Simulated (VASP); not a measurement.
# Os (Fm-3m) in VASP: further runs

Runs on Os. Level: PBEsol. Tasks: single point, relaxation of cell and atoms.

All numbers are computed with VASP 6.6.1; they aren't measurements. Logs are shortened: lines on timing, memory, paths and dates and some standing lists are left out, and cuts for length are marked.

### Step 1. The crystal as given

Symmetry: Fm-3m, No. 225, cubic system. The conventional cell has a = 3.820 Å, b = 3.820 Å, c = 3.820 Å, α = 90.00°, β = 90.00°, γ = 90.00°. Os (site symmetry m-3m) has 12 Os at 2.70 Å as nearest neighbours.

The cell was built by a generator and needn't be a form met in nature.

### Step 2. Single point, PBEsol

Contents of INCAR:

```
PREC     = Accurate       # precision mode
ENCUT    = 520            # plane-wave cutoff, eV
EDIFF    = 1E-7           # SCF threshold, eV
ISMEAR   = 0              # smearing method
SIGMA    = 0.1            # smearing width, eV
LREAL    = F              # projectors in reciprocal space
LASPH    = T              # aspherical terms in the spheres
NELM     = 100            # most SCF steps
ALGO     = Normal         # electronic algorithm
ISIF     = 2              # what is computed and relaxed
LWAVE    = F              # write WAVECAR
LCHARG   = T              # write CHGCAR
GGA      = PS             # functional
LELF     = T              # ELF
LVHAR    = T            
NBANDS   = 10             # bands
```

Contents of KPOINTS:

```
Automatic mesh
0
Gamma
  8 8 8
```

Contents of POSCAR:

```
Os
1.0
    0.0000000000      1.9102368011      1.9102368011
    1.9102368011      0.0000000000      1.9102368011
    1.9102368011      1.9102368011      0.0000000000
Os
1
Direct
    0.0000000000      0.0000000000      0.0000000000
```

Potentials or basis: VASP PAW PBE potentials, release 64 (Os).

The run is started by

```sh
cat potpaw_PBE.64/Os/POTCAR > POTCAR
mpirun -np 1 vasp_std > vasp.out
```

OUTCAR:

```text
PREC = Accurate
   ENCUT = 520
   EDIFF = 1E-7
   ISMEAR = 0
   LREAL = F
   LASPH = T
   NELM = 100
   ISIF = 2
   GGA = PS

 ion  position               nearest neighbor table
   1  0.000  0.000  0.000-

  LATTYP: Found a face centered cubic cell.
 ALAT       =     3.8204736022

  Lattice vectors:

 A1 = (   0.0000000000,   1.9102368011,   1.9102368011)
 A2 = (   1.9102368011,   0.0000000000,   1.9102368011)
 A3 = (   1.9102368011,   1.9102368011,   0.0000000000)

Analysis of symmetry for initial positions (statically):
=====================================================================
 Subroutine PRICEL returns:
 Original cell was already a primitive cell.

 Routine SETGRP: Setting up the symmetry group for a
 face centered cubic supercell.

 Subroutine GETGRP returns: Found 48 space group operations
 (whereof 48 operations were pure point group operations)
 out of a pool of 48 trial point group operations.

The static configuration has the point symmetry O_h .

Analysis of symmetry for dynamics (positions and initial velocities):
=====================================================================
 Subroutine PRICEL returns:
 Original cell was already a primitive cell.

 Routine SETGRP: Setting up the symmetry group for a
 face centered cubic supercell.

 Subroutine GETGRP returns: Found 48 space group operations
 (whereof 48 operations were pure point group operations)
 out of a pool of 48 trial point group operations.

The dynamic configuration has the point symmetry O_h .

 Subroutine INISYM returns: Found 48 space group operations
 (whereof 48 operations are pure point group operations),
 and found     1 'primitive' translations

----------------------------------------------------------------------------------------

                                     Primitive cell

  volume of cell :      13.9409

  direct lattice vectors                    reciprocal lattice vectors
     0.000000000  1.910236801  1.910236801    -0.261747653  0.261747653  0.261747653
     1.910236801  0.000000000  1.910236801     0.261747653 -0.261747653  0.261747653
     1.910236801  1.910236801  0.000000000     0.261747653  0.261747653 -0.261747653

  length of vectors
     2.701482791  2.701482791  2.701482791     0.453360234  0.453360234  0.453360234

  position of ions in fractional coordinates (direct lattice)
     0.000000000  0.000000000  0.000000000

  ion indices of the primitive-cell ions
   primitive index   ion index
                 1           1

----------------------------------------------------------------------------------------

 KPOINTS: Automatic mesh

Automatic generation of k-mesh.
 Grid dimensions read from file:
 generate k-points for:    8    8    8

 Generating k-lattice:

  Cartesian coordinates                     Fractional coordinates (reciprocal lattice)
    -0.032718457  0.032718457  0.032718457     0.125000000  0.000000000  0.000000000
     0.032718457 -0.032718457  0.032718457     0.000000000  0.125000000  0.000000000
     0.032718457  0.032718457 -0.032718457     0.000000000  0.000000000  0.125000000

  Length of vectors
     0.056670029  0.056670029  0.056670029

  Shift w.r.t. Gamma in fractional coordinates (k-lattice)
     0.000000000  0.000000000  0.000000000

 Subroutine IBZKPT returns following result:
 ===========================================

 Found     29 irreducible k-points:

 Following reciprocal coordinates:
            Coordinates               Weight
  0.000000  0.000000  0.000000      1.000000
  0.125000  0.000000  0.000000      8.000000
  0.250000  0.000000  0.000000      8.000000
  0.375000  0.000000  0.000000      8.000000
  0.500000  0.000000  0.000000      4.000000
  0.125000  0.125000  0.000000      6.000000
[... 16 lines left out ...]
  0.500000  0.250000  0.125000     48.000000
 -0.375000  0.250000  0.125000     24.000000
 [... further k-points ...]
   k-points           NKPTS =     29   k-points in BZ     NKDIM =     29   number of bands    NBANDS=     10
   number of dos      NEDOS =    301   number of ions     NIONS =      1
   total plane-waves  NPLWV =   8000
   dimension x,y,z NGX =    20 NGY =   20 NGZ =   20
   dimension x,y,z NGXF=    40 NGYF=   40 NGZF=   40
   ions per type =               1
   NGX,Y,Z   is equivalent  to a cutoff of  12.31, 12.31, 12.31 a.u.
   NGXF,Y,Z  is equivalent  to a cutoff of  24.62, 24.62, 24.62 a.u.
 SYSTEM =  unknown system
   PREC   = accura    normal or accurate (medium, high low for compatibility)
   ISTART =      0    job   : 0-new  1-cont  2-samecut
   ICHARG =      2    charge: 1-file 2-atom 10-const
   ISPIN  =      1    spin polarized calculation?
   LNONCOLLINEAR =      F non collinear calculations
   LSORBIT =      F    spin-orbit coupling
   LASPH  =      T    aspherical Exc in radial PAW
   ENCUT  =  520.0 eV  38.22 Ry    6.18 a.u.   5.02  5.02  5.02*2*pi/ulx,y,z
   NELM   =    100;   NELMIN=  2; NELMDL= -5     # of ELM steps
   EDIFF  = 0.1E-06   stopping-criterion for ELM
   LREAL  =      F    real-space projection
   EDIFFG = 0.1E-05   stopping-criterion for IOM
   NSW    =      0    number of steps for IOM
   IBRION =     -1    ionic relax: 0-MD 1-quasi-New 2-CG
   NFREE  =      0    steps in history (QN), initial steepest desc. (CG)
   ISIF   =      2    stress and relaxation
   ISYM   =      2    0-nonsym 1-usesym 2-fastsym
   POTIM  = 0.5000    time-step for ionic-motion
   TEBEG  =    0.0;   TEEND  =   0.0 temperature during run
   PSTRESS=    0.0 pullay stress
   NELECT =       8.0000    total number of electrons
   NUPDOWN=      -1.0000    fix difference up-down
   EMIN   =  10.00;   EMAX   =-10.00  energy-range for DOS
   EFERMI =   0.00;   METHOD = LEGACY
   ISMEAR =     0;   SIGMA  =   0.10  broadening in eV -4-tet -1-fermi 0-gaus
   EFERMI_NEDOS =   21; number of points for ismear=-14 and -15
   IALGO  =     38    algorithm
   IMIX   =      4    mixing-type and parameters
     AMIX     =   0.40;   BMIX     =  1.00
     AMIX_MAG =   1.60;   BMIX_MAG =  1.00
  volume/ion in A,a.u.               =      13.94        94.08
  Fermi-wavevector in a.u.,A,eV,Ry     =   1.360424  2.570829 25.181030  1.850753
  Thomas-Fermi vector in A             =   2.487087
   LORBIT       =      0    0 simple, 1 ext, 2 COOP (PROOUT), +10 PAW based schemes
   GGA     = PS    functional components
   LHFCALC =     F    Hartree Fock is set to
   AEXX    =    0.0000 exact exchange contribution
   IVDW    =     0    specifies the selected vdW correction
   LEPSILON=     F    determine dielectric tensor
   LRPA    =     F    only Hartree local field effects (RPA)
 non-spin polarized calculation
 Gauss-broadening in eV      SIGMA  =   0.10
  energy-cutoff  :      520.00
  volume of cell :       13.94
 maximum number of plane-waves:       388
   NGX =  9   NGY =  9   NGZ =  9

 number of electron       7.9999999 magnetization

 Free energy of the ion-electron system (eV)
  ---------------------------------------------------
  ext. energy  EPLUGINS =         0.00000000
  ---------------------------------------------------
  free energy    TOTEN  =       -12.11585948 eV

  energy without entropy =      -12.10812477  energy(sigma->0) =      -12.11199212

 E-fermi :   9.0228     XC(G=0): -14.1739

 val. band max:        8.9928920988   @ k =  -0.3750   0.3750   0.1250
 cond. band min:       9.0618545584   @ k =  -0.2500   0.2500   0.0000
 fundamental gap:      0.0689624596
 Fermi energy:         9.0228030859

 k-point     1 :       0.0000    0.0000    0.0000
  band No.  band energies     occupation
      1      -1.6675      2.00000
      2       6.2063      2.00000
      3       6.2063      2.00000
      4       6.2063      2.00000
      5       9.2799      0.00028
      6       9.2799      0.00028
      7      23.5260      0.00000
      8      29.3237      0.00000
      9      29.3237      0.00000
     10      29.3237      0.00000

 k-point     2 :       0.1250    0.0000    0.0000
  band No.  band energies     occupation
      1      -0.9571      2.00000
      2       5.8176      2.00000
      3       6.5008      2.00000
      4       6.5008      2.00000
      5       9.0955      0.30421
      6       9.0955      0.30421
      7      24.7796      0.00000
      8      26.7722      0.00000
      9      30.5999      0.00000
     10      30.5999      0.00000

 k-point     3 :       0.2500    0.0000    0.0000
  band No.  band energies     occupation
      1       0.6457      2.00000
      2       5.5337      2.00000
      3       6.6831      2.00000
      4       6.6831      2.00000
      5       9.4541      0.00000
      6       9.4541      0.00000
      7      23.4097      0.00000
      8      26.9188      0.00000
      9      33.8673      0.00000
     10      33.8693      0.00000

 k-point     4 :       0.3750    0.0000    0.0000
  band No.  band energies     occupation
      1       1.4519      2.00000
      2       6.2650      2.00000
      3       6.2650      2.00000
      4       7.1824      2.00000
      5      10.8809      0.00000
      6      10.8809      0.00000
      7      20.4536      0.00000
      8      24.3565      0.00000
      9      31.6005      0.00000
     10      31.6005      0.00000
[... 222 lines left out ...]
 k-point    22 :       0.3750    0.2500    0.1250
  band No.  band energies     occupation
      1       2.1067      2.00000
      2       4.3014      2.00000
      3       6.0067      2.00000
      4       8.4746      2.00000
      5       8.4794      2.00000
      6      11.5132      0.00000
      7      24.4876      0.00000
      8      27.7764      0.00000
      9      28.5912      0.00000
     10      30.2685      0.00000

 k-point    23 :       0.5000    0.2500    0.1250
  band No.  band energies     occupation
      1       3.0438      2.00000
      2       4.8044      2.00000
      3       5.3267      2.00000
      4       7.9654      2.00000
      5      10.4245      0.00000
      6      13.6734      0.00000
      7      20.7389      0.00000
      8      26.0403      0.00000
      9      26.7563      0.00000
     10      31.8219      0.00000

 k-point    24 :      -0.3750    0.2500    0.1250
  band No.  band energies     occupation
      1       3.0902      2.00000
      2       4.5320      2.00000
      3       6.3797      2.00000
      4       7.6098      2.00000
      5      11.3178      0.00000
      6      15.7282      0.00000
      7      17.4164      0.00000
      8      25.8055      0.00000
      9      26.5244      0.00000
     10      29.7546      0.00000

 [... further k-points ...]

------------------------ aborting loop because EDIFF is reached ----------------------------------------

  FORCE on cell =-STRESS in cart. coord.  units (eV):
  Direction    XX          YY          ZZ          XY          YZ          ZX
  --------------------------------------------------------------------------------------
  -------------------------------------------------------------------------------------
  Total        0.0423310      0.0423310      0.0423310      0.0000000     -0.0000000     -0.0000000
  in kB        4.8649435      4.8649435      4.8649435      0.0000000     -0.0000000     -0.0000000
  external PRESSURE =       4.8649435 kB  Pullay stress =       0.0000000 kB

 VOLUME and BASIS-vectors are now :
 -----------------------------------------------------------------------------
  energy-cutoff  :      520.00
  volume of cell :       13.94
      direct lattice vectors                 reciprocal lattice vectors
     0.000000000  1.910236801  1.910236801    -0.261747653  0.261747653  0.261747653
     1.910236801  0.000000000  1.910236801     0.261747653 -0.261747653  0.261747653
     1.910236801  1.910236801  0.000000000     0.261747653  0.261747653 -0.261747653

 POSITION                                       TOTAL-FORCE (eV/Angst)
 -----------------------------------------------------------------------------------
      0.00000      0.00000      0.00000         0.000000     -0.000000      0.000000
 -----------------------------------------------------------------------------------
    total drift:                                0.000000      0.000000      0.000000

  FREE ENERGIE OF THE ION-ELECTRON SYSTEM (eV)
  ---------------------------------------------------
  free  energy   TOTEN  =       -12.1158594758 eV

  energy  without entropy=      -12.1081247672  energy(sigma->0) =      -12.11199212
```

Run time: 4.6 s. Hardware: 1 thread of Intel Xeon Platinum 8488C (Sapphire Rapids), shared host; peak memory 0.12 GiB.

What came out:

```yaml
Free_energy: -12.1159 eV
Pressure: 0.5 GPa
Band_gap_on_the_k_mesh: none (metal or under the smearing width)
```

Caveat: the PAW data sets were made with another functional, which shifts forces and pressure a little.

### Step 3. Relaxation of cell and atoms, PBEsol

Contents of INCAR:

```
PREC     = Accurate       # precision mode
ENCUT    = 600            # plane-wave cutoff, eV
EDIFF    = 1E-6           # SCF threshold, eV
ISMEAR   = 0              # smearing method
SIGMA    = 0.1            # smearing width, eV
LREAL    = False          # projectors in reciprocal space
LASPH    = True           # aspherical terms in the spheres
NELM     = 100            # most SCF steps
ALGO     = Fast           # electronic algorithm
ISIF     = 3              # what is computed and relaxed
LWAVE    = False          # write WAVECAR
LCHARG   = False          # write CHGCAR
GGA      = PS             # functional
IBRION   = 2              # ionic algorithm
NSW      = 90             # ionic steps
EDIFFG   = -0.04          # ionic threshold
```

Contents of KPOINTS:

```
regular mesh
0
Gamma
  8 8 8
```

Contents of POSCAR:

```
Os
1.0
    0.0000000000      1.9111743987      1.9111743987
    1.9111743987      0.0000000000      1.9111743987
    1.9111743987      1.9111743987      0.0000000000
Os
1
Direct
    0.0000000000      0.0000000000      0.0000000000
```

Potentials or basis: VASP PAW PBE potentials, release 64 (Os).

The run is started by

```sh
cat potpaw_PBE.64/Os/POTCAR > POTCAR
mpirun -np 1 vasp_std > vasp.out
```

Wall time 4.2 s (1 thread of Intel Xeon Platinum 8488C (Sapphire Rapids), shared host); peak memory 0.14 GiB.

It converged, with:

```yaml
Free_energy: -12.1163 eV
Pressure_after_relaxing: 0.1 GPa
Band_gap_on_the_k_mesh: none (metal or under the smearing width)
```

Final structure:
```yaml
crystal:
  lattice:
    - [0.00000, 1.91117, 1.91117]
    - [1.91117, 0.00000, 1.91117]
    - [1.91117, 1.91117, 0.00000]
  atoms:
    - { symbol: Os, position: [0.00000, 0.00000, 0.00000] }
```

Levels at points of the mesh, in eV from the Fermi level:
| k point | band 1 | band 2 | band 3 | band 4 | band 5 | band 6 | band 7 | band 8 |
| --- | --- | --- | --- | --- | --- | --- | --- | --- |
| (0.00, 0.00, 0.00) | -10.68 | -2.81 | -2.81 | -2.81 | 0.26 | 0.26 | 14.50 | 20.29 |
| (0.50, 0.00, 0.00) | -7.54 | -2.98 | -2.98 | -0.04 | 2.69 | 2.69 | 9.24 | 14.01 |
| (0.50, 0.50, 0.00) | -7.45 | -6.71 | 2.56 | 2.65 | 3.39 | 3.39 | 12.49 | 12.49 |

Caveat: the relaxation stopped at its first step, so nothing moved; the PAW data sets were made with another functional, which shifts forces and pressure a little. The run has no spin-orbit coupling, so splittings on Os are missing.
